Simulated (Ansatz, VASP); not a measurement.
# Ti: VASP beside Ansatz

```
CELL_PARAMETERS angstrom
2.95000 0.00000 0.00000
-1.47500 2.55477 0.00000
0.00000 0.00000 4.68000
ATOMIC_POSITIONS crystal
Ti 0.33138 0.66275 0.25000
Ti 0.66667 0.33333 0.75000
```

Alike in both runs: task single point; functional PBE; k mesh 11 × 11 × 6; occupations methfessel-paxton of order 1, width 0.15 eV; no spin polarisation.

|  | VASP | Ansatz |
| --- | --- | --- |
| version | VASP 6.6.1 | Ansatz 0.2.0 |
| potentials or method | VASP PAW PBE potentials, release 64 (Ti_sv) | plane waves, PAW |
| plane-wave cutoff (eV) | 520 | 470 |
| valence electrons in the cell | 24 | 24 |

|  | VASP | Ansatz | Ansatz less VASP |
| --- | --- | --- | --- |
| rms of the force components (eV/Å) | 0.009 | 0.009 | 0.0000 |

Atom by atom the forces differ by 0.000 eV/Å (rms over components).
